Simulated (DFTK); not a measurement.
Crystal: Sb.

```
Sb
1.0
     2.15420    1.24373    3.75800
    -2.15420    1.24373    3.75800
     0.00000   -2.48746    3.75800
Sb
2
Direct
  0.76651 0.76651 0.76651
  0.23349 0.23349 0.23349
```

Base run:

| Quantity | Value |
| --- | --- |
| Program | DFTK 0.8.2 |
| Functional | PBEsol |
| Potentials or basis | dojo.nc.sr.pbesol.v0_4_1.standard.upf (PBEsol) |
| Cutoff | 1088 eV |
| k mesh | 8 × 8 × 8 |
| Occupations | fermi-dirac, width 0.05 eV |
| Spin | no spin polarisation |

Its results: band gap on the k mesh none (metal or under the smearing width); pressure 0.0 GPa; largest force 0.123 eV/Å.

**Question.** The run is repeated on the same cell with these changes: potentials or basis from dojo.nc.sr.pbesol.v0_4_1.standard.upf (PBEsol) to cp2k.nc.sr.pbe.v0_1.largecore.gth (PBE, GTH); cutoff from 1088 eV to 735 eV; valence electrons from 30 to 10. What comes out?

**Answer.** Band gap on the k mesh none (metal or under the smearing width); pressure 2.1 GPa; largest force 0.319 eV/Å.

Caveats: GTH potentials come without recommended cutoffs, and this one wasn't checked for convergence (some runs); the potentials were made for another functional, which shifts forces and pressure (some runs).

Not every run made on this cell is shown here.
